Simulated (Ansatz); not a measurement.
# Slab bands of honeycomb SnTe, 2 layers

Aim: the slab bands of honeycomb SnTe, 2 layers, with their weight on the outer layers.

Main program and level: Ansatz 0.2.0; plane-wave DFT, PBE-D3(BJ), Ansatz PAW, in the first sound run; inputs show where later runs differ.

This is a report of a sequence of runs, with most program output left out.

### 1. The starting structure

The cell holds 4 atoms: 2 Te and 2 Sn. Its edges and angles: a = 4.180 Å, b = 4.180 Å, c = 24.530 Å, α = 90.0°, β = 90.0°, γ = 120.0°. Regions: layer 1: honeycomb SnTe, 2 atoms (1 Te and 1 Sn); layer 2: honeycomb SnTe, 2 atoms (1 Te and 1 Sn). Vacuum lies along c.

### 2. Relaxing the slab

The structure is relaxed first, because levels and dipoles at a surface follow the positions of the outer atoms.

input.yaml

```yaml
crystal:
  lattice:
    - [4.18, 0.0, 0.0]
    - [-2.09, 3.6199861878, 0.0]
    - [0.0, 0.0, 24.53]
  atoms:
    - { symbol: Te, position: [0.6666666667, 0.3333333333, 0.3668976763] }
    - { symbol: Sn, position: [0.3333333333, 0.6666666667, 0.4357929066] }
    - { symbol: Te, position: [0.0, 0.0, 0.5642070934] }
    - { symbol: Sn, position: [0.6666666667, 0.3333333333, 0.6331023237] }
kpoints:
  mp_grid: { grid: [12, 12, 1] }
hamiltonian:
  xc: pbe
  dispersion: d3bj
scf:
  occupations: { method: fermi_dirac, width: 0.1 }
  convergence: { dr2_threshold: 1.0e-08 }
efield:
  axis: 3
  dipole_correction: true
  ramp_position: 0.97
  ramp_width: 0.06
relax:
  f_tol: 0.01
  max_steps: 60
output:
  write_potential: true
  write_density: true
  volumetric_format: npy
```

On the command line:

```console
> ansatz run input.yaml --threads 4 --pin off --max-ram 6144MiB --backend cpu --events-out ev --progress --plain --runs-dir out
```

The job ended after 36 s (4 threads of Intel Xeon Platinum 8375C at 2.90GHz (Ice Lake), shared host; peak memory 0.83 GiB; 2.1 min of CPU time).

Relaxation path:

```
step  energy less that of the first step (eV)  largest force component (eV/Å)
   1                                   0.0000                          0.1117
   2                                  -0.0179                          0.0672
   3                                  -0.0197                          0.0258
   4                                  -0.0194                          0.0317
   5                                  -0.0201                          0.0019
```

Relaxation step 4 was tried and not accepted.

The run keeps the 6 symmetry operations that it works with, so distortions that break them were not tested.

The atoms that moved most (Å):

```
atom     dx     dy      dz  length
 Te1  0.000  0.000   0.151   0.151
 Sn4  0.000  0.000  -0.148   0.148
 Te3  0.000  0.000  -0.143   0.143
 Sn2  0.000  0.000   0.139   0.139
```

Final coordinates:

```xyz
4
Lattice="4.1800 0.0000 0.0000 -2.0900 3.6200 0.0000 0.0000 0.0000 24.5300" Properties=species:S:1:pos:R:3
Te    2.0900    1.2067    9.1513
Sn    0.0000    2.4133   10.8291
Te    0.0000    0.0000   13.6971
Sn    2.0900    1.2067   15.3825
```

Numbers from this step:

| Property | Result |
| --- | --- |
| energy at zero smearing | -26010.1867 eV |
| dipole along the normal | 0.08834 e·Å |
| step between the vacuum levels | -1.056 eV |

The relaxation took 5 steps and lowered the energy by 0.020 eV; the largest force on the free atoms ends at 0.0019 eV/Å.

The gap is 0.53 eV.

### 3. Bands and layer weights

This step: plane-wave DFT, PBE, Ansatz PAW (Ansatz 0.2.0).

The bands of the relaxed layer, with projections on the atoms.

input.yaml

```yaml
crystal:
  lattice:
    - [4.18, 0.0, 0.0]
    - [-2.09, 3.6199861878, 0.0]
    - [0.0, 0.0, 24.53]
  atoms:
    - { symbol: Te, position: [0.6666666667, 0.3333333333, 0.3730672876] }
    - { symbol: Sn, position: [0.3333333333, 0.6666666667, 0.4414641533] }
    - { symbol: Te, position: [0.0, 0.0, 0.5583808867] }
    - { symbol: Sn, position: [0.6666666667, 0.3333333333, 0.6270876724] }
kpoints:
  mp_grid: { grid: [12, 12, 1] }
  band_path:
    path: [[0, 0, 0], [0.5, 0, 0], [0.33333333, 0.33333333, 0], [0, 0, 0]]
    npoints: 24
hamiltonian:
  xc: pbe
scf:
  occupations: { method: fermi_dirac, width: 0.05 }
  convergence: { dr2_threshold: 1.0e-09 }
efield:
  axis: 3
  dipole_correction: true
  ramp_position: 0.97
  ramp_width: 0.06
output:
  fatbands: true
  dos: { projected: true, e_range: [-8, 5] }
  write_potential: true
  write_density: true
  volumetric_format: npy
  elf: true
```

Run time: 29 s. Hardware: 4 threads; peak memory 1 GiB; 1.8 min of CPU time.

Numbers from this step:

```
energy at zero smearing            : -26009.0208 eV
dipole along the normal            : 0.09046 e·Å
gap along the path                 : 0.4941 eV
smallest direct gap along the path : 1.065 eV
step between the vacuum levels     : -1.082 eV
ionisation energy, upper face      : 3.795 eV
electron affinity, upper face      : 3.301 eV
ionisation energy, lower face      : 4.877 eV
gap, the smaller of path and mesh  : 0.4941 eV
```

The density of states has structure finer than the step of the table below, so its rows give means over 0.25 eV, whole bins alone (the curve runs from -8 to 2.23 eV). Peaks (eV: height): -7.670: 9.39, -7.250: 13.5, -4.290: 12.8, -2.330: 8.70, -1.910: 9.76, 1.510: 7.91, 1.770: 7.88.

Table of density of states by energy, zero at the Fermi level of the run, which the smearing sets inside the gap; means over each step:

energy (eV), density of states (states/eV a cell) and a bar:
```
    -7.75        2.9 ################
    -7.50        2.5 #############
    -7.25        4.3 ########################
    -7.00        3.2 #################
    -6.75        1.5 ########
    -6.50        1.2 #######
    -6.25        1.3 #######
    -6.00        0.0 
    -5.75        0.0 
    -5.50        0.0 
    -5.25        0.0 
    -5.00        0.0 
    -4.75        0.0 
    -4.50        0.5 ###
    -4.25        4.5 #########################
    -4.00        1.8 ##########
    -3.75        1.5 ########
    -3.50        1.5 ########
    -3.25        5.2 ############################
    -3.00        3.4 ###################
    -2.75        5.3 #############################
    -2.50        2.8 ###############
    -2.25        5.5 ##############################
    -2.00        4.5 ########################
    -1.75        2.9 ################
    -1.50        2.8 ###############
    -1.25        2.4 #############
    -1.00        1.6 #########
    -0.75        0.9 #####
    -0.50        0.8 ####
    -0.25        0.6 ###
     0.00        0.0 
     0.25        0.7 ####
     0.50        2.8 ###############
     0.75        3.0 ################
     1.00        1.6 #########
     1.25        1.0 #####
     1.50        4.9 ###########################
     1.75        4.9 ###########################
     2.00        2.6 ##############
```

Projected DOS per atom over height of the atomic layer and energy from the Fermi level. Layers: Te Sn Te Sn from below.

Values in states/eV, 22 rows by 4 columns, each cell a mean:
```
0.62 1.12 0.48 1.53
0.64 1.06 0.48 1.30
0.11 0.13 0.35 0.68
0.36 0.33 0.76 1.40
0.03 0.03 0.05 0.10
0.32 0.19 0.11 0.11
0.50 0.33 0.11 0.14
1.30 0.78 0.20 0.30
1.08 0.54 0.80 0.55
1.50 0.60 1.43 1.09
1.37 0.69 1.37 0.74
1.52 0.76 1.19 0.57
0.28 0.25 0.85 0.34
0.31 0.44 1.31 0.60
0.08 0.13 0.56 0.30
0.00 0.00 0.00 0.00
0.00 0.00 0.00 0.00
0.03 0.04 0.01 0.02
0.36 0.61 0.13 0.18
0.59 1.35 0.09 0.09
0.30 0.81 0.82 1.53
0.01 0.05 0.47 1.10
```
Columns: height of the atomic layer (Å) from 9.15 to 15.4 (not evenly spaced); rows upwards: energy from the Fermi level (eV) from -7.96 to 2.15.

The electronic bands at the labelled points (eV, zero at the Fermi level of the run, which the smearing sets inside the gap):

```
  point  band 27  band 28  band 29  band 30  band 31  band 32  band 33  band 34
      Γ    -1.60    -0.93    -0.93    -0.44     0.63     2.01     2.09     2.09
halfway    -2.31    -1.94    -1.60    -0.86     0.66     1.47     2.39     2.43
      M    -2.82    -2.80    -2.10    -1.51     0.33     1.19     1.78     2.24
halfway    -3.28    -2.90    -2.37    -1.53     0.54     1.58     1.88     2.40
      K    -3.22    -2.90    -2.28    -1.96     0.68     1.03     2.02     2.76
halfway    -2.89    -2.36    -1.83    -0.76     0.89     1.85     2.04     2.52
      Γ    -1.60    -0.93    -0.93    -0.44     0.63     2.01     2.09     2.09
```

Valence density in the ca plane at fractional y = 0.333, with atoms of Te and Sn within 0.2 Å of it. It is the smooth field of the valence electrons, not physical close to the nuclei.

Values in units of 1e0 e/Å³, 6 rows by 16 columns, each cell a mean:
```
0.0 0.0 0.0 0.0 0.0 0.0 0.3 0.9 0.3 0.1 0.0 0.1 0.2 0.8 0.2 0.0
0.0 0.0 0.0 0.0 0.0 0.1 1.6 9.0 0.6 0.0 0.0 0.0 0.7 8.0 1.1 0.0
0.0 0.0 0.0 0.0 0.0 0.0 1.1 5.9 0.5 0.1 0.0 0.1 0.5 5.2 0.8 0.0
0.0 0.0 0.0 0.0 0.0 0.0 0.2 0.4 0.2 0.1 0.0 0.1 0.2 0.4 0.1 0.0
0.0 0.0 0.0 0.0 0.0 0.0 0.0 0.1 0.2 0.2 0.1 0.2 0.2 0.1 0.0 0.0
0.0 0.0 0.0 0.0 0.0 0.0 0.1 0.1 0.2 0.1 0.1 0.2 0.2 0.1 0.0 0.0
```
Columns run along c (16.0 Å, from fractional 0.08 to 0.73 of the cell), rows up along a (4.2 Å). Atoms in or near the plane, at fractional coordinates: Te at (0.37, 0.67), Sn at (0.63, 0.67).

ELF in the ca plane at fractional y = 0.333, with atoms of Te and Sn within 0.2 Å of it. It is the smooth field of the valence electrons, not physical close to the nuclei.

Ten even steps from '0' (0.00) to '9' (0.86), each cell a mean:
```
00000000000001257887677543210134555334468864
00000000000012578865456642100012333333457997
00000000000013689751024652000000122200147998
00000000000013689740014552000000122200046999
00000000000013689751125652000001122210247998
00000000000002478875456642100012343333458987
00000000000001246777677543311135665434567753
00000000000000012345554334431257776533333210
00000000000000000001122334532367666531100000
00000000000000000011223334532367776531110000
00000000000000013456665434421256776533444320
```
Columns run along c (16.0 Å, from fractional 0.08 to 0.73 of the cell), rows up along a (4.2 Å). Atoms in or near the plane, at fractional coordinates: Te at (0.37, 0.67), Sn at (0.63, 0.67).

Electrostatic potential energy in the ca plane at fractional y = 0.333, with atoms of Te and Sn within 0.2 Å of it. With pseudopotentials it is smooth inside the atoms' cores, unlike the true potential.

Values in eV, 6 rows by 16 columns, each cell a mean:
```
  5   5   5   5   5   4  -3 -11  -2   2   4   2  -3 -11  -3   4
  5   5   5   5   5   4  -7   2  -7   4   4   3  -8   1  -8   3
  5   5   5   5   5   4  -8  -2  -6   3   4   3  -8  -4  -8   4
  5   5   5   5   5   5   0  -7   0   2   3   2  -1  -8   0   4
  5   5   5   5   5   5   4   3  -1  -1   2  -2  -1   2   3   4
  5   5   5   5   5   5   4   2  -1  -1   3  -1   0   1   3   4
```
Columns run along c (16.0 Å, from fractional 0.08 to 0.73 of the cell; values clipped at the 3rd and 97th percentile), rows up along a (4.2 Å). Atoms in or near the plane, at fractional coordinates: Te at (0.37, 0.67), Sn at (0.63, 0.67).

The gap is 0.49 eV, with the valence edge 3.79 eV and the conduction edge 3.30 eV under the upper vacuum level. Spin-orbit coupling is still left out here.

### 4. With spin-orbit coupling

This step: plane-wave DFT, PBE, fully relativistic PAW with spin-orbit coupling (Ansatz 0.2.0).

Heavy atoms split their bands by spin-orbit coupling, so the bands are run again with fully relativistic files.

input.yaml, the sections that differ from step 3:

```yaml
hamiltonian:
  xc: pbe
  pseudopotentials: { kind: paw_fr }
magnetization:
  noncollinear: true
  spin_orbit: true
scf:
  occupations: { method: fermi_dirac, width: 0.05 }
  convergence: { dr2_threshold: 1.0e-08 }
output:
  fatbands: true
  write_potential: true
  write_density: true
  volumetric_format: npy
kpoints:
  mp_grid: { grid: [12, 12, 1] }
  band_path:
    path: [[0, 0, 0], [0.5, 0, 0], [0.33333333, 0.33333333, 0], [0, 0, 0]]
    npoints: 14
# crystal, efield: as in step 3
```

It took 2.1 min on 4 threads; peak memory 2.6 GiB.

Numbers from this step:

```yaml
energy_at_zero_smearing: -26018.7419 eV
dipole_along_the_normal: 0.08625 e·Å
gap_along_the_path: 0.4019 eV
smallest_direct_gap_along_the_path: 0.8902 eV
step_between_the_vacuum_levels: -1.031 eV
ionisation_energy_upper_face: 3.726 eV
electron_affinity_upper_face: 3.324 eV
ionisation_energy_lower_face: 4.757 eV
gap_the_smaller_of_path_and_mesh: 0.4019 eV
```

Electronic bands along the path, in eV, zero at the Fermi level of the run, which the smearing sets inside the gap:

```
  point  band 57  band 58  band 59  band 60  band 61  band 62  band 63  band 64
      Γ    -0.68    -0.68    -0.37    -0.37     0.57     0.57     1.86     1.86
halfway    -1.69    -1.63    -0.91    -0.80     0.58     0.65     1.41     1.43
      M    -2.20    -2.20    -1.49    -1.49     0.30     0.30     1.15     1.15
halfway    -2.42    -2.33    -1.66    -1.48     0.46     0.56     1.45     1.62
      K    -2.37    -2.33    -2.06    -1.89     0.62     0.67     0.93     1.02
halfway    -1.90    -1.76    -0.88    -0.73     0.77     0.93     1.76     1.81
      Γ    -0.68    -0.68    -0.37    -0.37     0.57     0.57     1.86     1.86
```

The gap is 0.40 eV, with the valence edge 3.73 eV and the conduction edge 3.32 eV under the upper vacuum level.

### 5. Close to the zone centre

A Rashba splitting shows at small k, so a short path out of the zone centre is sampled finely.

Changes to input.yaml since step 4:

```diff
@@ -31,4 +31,2 @@
   mp_grid: { grid: [12, 12, 1] }
-  band_path:
-    path: [[0, 0, 0], [0.5, 0, 0], [0.33333333, 0.33333333, 0], [0, 0, 0]]
-    npoints: 14
+  band_path: { path: [[0, 0, 0], [0.1728, 0, 0]], npoints: 30 }
```

Run time: 1.8 min. Hardware: 4 threads; peak memory 2.7 GiB; 6.9 min of CPU time.

Numbers from this step:

```
gap along the path                 : 0.7541 eV
smallest direct gap along the path : 0.8899 eV
gap, the smaller of path and mesh  : 0.4201 eV
```

The electronic bands at the labelled points (eV, zero at the Fermi level of the run, which the smearing sets inside the gap):

```
  point  band 57  band 58  band 59  band 60  band 61  band 62  band 63  band 64
      Γ    -0.68    -0.68    -0.37    -0.37     0.57     0.57     1.86     1.86
halfway    -1.11    -0.96    -0.29    -0.20     0.77     1.01     1.72     1.74
    end    -1.42    -1.32    -0.51    -0.39     0.79     0.95     1.61     1.63
```

The levels on this short path go into the next step. The band edges sampled here don't span that gap, so no ionisation energy or affinity is read off.

### 6. Spin splitting

This step: plane-wave DFT, PBE, fully relativistic PAW with spin-orbit coupling; spin splitting near the zone centre (Ansatz 0.2.0).

Levels that meet at the zone centre are followed outwards; a split that grows in proportion to k gives the Rashba parameter as ΔE/2k.

This step gave:

* largest split over 2k that stays linear in k: 1.092 eV Å

Groups of levels that meet at the zone centre and whose split, tested at two k, grows in proportion to k or stays under 1 meV; groups that fail this test are left out. Spin splitting, by row:

```
level at the first point (eV from the Fermi level)  states  split at k = 0.030 1/A (eV)  split over 2k (eV Å)
                                            -2.443       2                       0.0508                0.8469
                                            -1.832       2                         0.06                     1
                                            -1.335       2                       0.0345                0.5751
                                             -1.33       2                       0.0514                0.8569
                                            0.5709       2                       0.0655                 1.092
```

### 7. Varying the input: efield.ramp_width = 0.04

This step: plane-wave DFT, PBE, Ansatz PAW (Ansatz 0.2.0).

A run with a changed input: it repeats the earlier run with efield.ramp_width from 0.06 to 0.04; its output block differs too.

input.yaml

```yaml
crystal:
  lattice:
    - [4.18, 0.0, 0.0]
    - [-2.09, 3.6199861878, 0.0]
    - [0.0, 0.0, 24.53]
  atoms:
    - { symbol: Te, position: [0.6666666667, 0.3333333333, 0.3730672876] }
    - { symbol: Sn, position: [0.3333333333, 0.6666666667, 0.4414641533] }
    - { symbol: Te, position: [0.0, 0.0, 0.5583808867] }
    - { symbol: Sn, position: [0.6666666667, 0.3333333333, 0.6270876724] }
kpoints:
  mp_grid: { grid: [12, 12, 1] }
  band_path:
    path: [[0, 0, 0], [0.5, 0, 0], [0.33333333, 0.33333333, 0], [0, 0, 0]]
    npoints: 24
hamiltonian:
  xc: pbe
scf:
  occupations: { method: fermi_dirac, width: 0.05 }
  convergence: { dr2_threshold: 1.0e-09 }
efield:
  axis: 3
  dipole_correction: true
  ramp_position: 0.97
  ramp_width: 0.04
output:
  fatbands: true
  dos: { projected: true, e_range: [-8, 5] }
  write_potential: true
  write_density: true
  volumetric_format: npy
```

Elapsed: 32 s, on 4 threads; peak memory 1 GiB.

This step gave:

- energy at zero smearing: -26009.0208 eV
- dipole along the normal: 0.09046 e·Å
- gap along the path: 0.4941 eV
- smallest direct gap along the path: 1.065 eV
- step between the vacuum levels: -1.082 eV
- ionisation energy, upper face: 3.795 eV
- electron affinity, upper face: 3.301 eV
- ionisation energy, lower face: 4.877 eV
- gap, the smaller of path and mesh: 0.4941 eV

The density of states has structure finer than the step of the table below, so its rows give means over 0.5 eV, whole bins alone (the curve runs from -8 to 2.23 eV). Peaks (eV: height): -7.67: 9.39, -7.25: 13.5, -4.29: 12.8, -2.33: 8.70, -1.91: 9.76, 1.51: 7.91, 1.77: 7.88.

Table of density of states by energy, zero at the Fermi level of the run, which the smearing sets inside the gap; means over each step:

energy (eV), density of states (states/eV a cell) and a bar:
```
     -7.5        4.1 ############################
     -7.0        2.7 ###################
     -6.5        1.3 #########
     -6.0        0.3 ##
     -5.5        0.0 
     -5.0        0.0 
     -4.5        1.9 #############
     -4.0        1.9 #############
     -3.5        2.5 #################
     -3.0        4.4 ##############################
     -2.5        4.2 #############################
     -2.0        4.1 ############################
     -1.5        2.7 ##################
     -1.0        1.6 ###########
     -0.5        0.9 ######
      0.0        0.0 
      0.5        2.6 ##################
      1.0        1.5 ##########
      1.5        3.6 #########################
```

Projected DOS per atom over height of the atomic layer and energy from the Fermi level. Layers: Te Sn Te Sn from below.

Ten even steps from '_' (0.00 states/eV) to '@' (1.53 states/eV), each cell a mean:
```
==##--@@
==**--%%
____::==
::::==@@
________
::..____
--::____
%%++....
##--++--
@@--@@##
%%==%%==
@@==##--
....++::
::::%%--
____--..
________
________
________
::--__..
--%%____
..++++@@
____--##
```
Columns: height of the atomic layer (Å) from 9.15 to 15.4 (not evenly spaced); rows upwards: energy from the Fermi level (eV) from -7.96 to 2.15.

The electronic bands at the labelled points (eV, zero at the Fermi level of the run, which the smearing sets inside the gap):

(Unchanged from step 3.)

```
                               quantity  this run  earlier run  difference
     ionisation energy, upper face (eV)     3.795        3.795     -5.0e-7
     electron affinity, upper face (eV)     3.301        3.301     -5.0e-7
          dipole along the normal (e·Å)   0.09046      0.09046     -4.4e-7
                gap along the path (eV)    0.4941       0.4941           0
smallest direct gap along the path (eV)     1.065        1.065      1.0e-6
```

Nothing in the table moves by 0.01 in its unit (for the dipole 0.5 % and 5e-5 e·Å).

### 8. Summary of results

| Quantity | Value |
| --- | --- |
| ionisation energy, upper face, without spin-orbit coupling | 3.79 eV |
| electron affinity, upper face, without spin-orbit coupling | 3.30 eV |
| ionisation energy, upper face, with spin-orbit coupling | 3.73 eV |
| electron affinity, upper face, with spin-orbit coupling | 3.32 eV |
| gap without spin-orbit coupling | 0.494 eV |
| gap with spin-orbit coupling | 0.402 eV |
| largest split over 2k that stays linear in k | 1.09 eV Å |

What this shows: The slab is too thin to part surface from interior; its gap is 0.49 eV. Spin-orbit coupling changes the gap from 0.49 to 0.40 eV. The strongest linear splitting near the zone centre, 1.09 eV·Å, belongs to the levels at 0.57 eV. Semilocal functionals give gaps that are too small, and confinement in a thin slab widens them. The in-plane lattice is held at a typed value, so part of the relaxation answers the strain against the functional's own lattice constant. Image-potential states are missing at this level, since the potential falls off too fast in the vacuum.

[Logs are printed without paths, hosts, clocks, repeated set-up lines and the standing remarks that a program may print on its own settings, such as how far it seeks lower states.]

[Hosts, paths, dates, database ids (printed as entryN), source tags and the programs' standing remarks are cut or masked in the printed files.]

[Maps of the electrostatic potential energy from Ansatz leave out the sawtooth potential of an applied field or a dipole correction, so their vacuum need not be flat; planar profiles and work functions include it.]

[The density of states shown here was stored with 400 of the rows of the run's finer table, so its peaks can read low, often by over a quarter, or be missed, and its means over a window can be off by a tenth or more.]
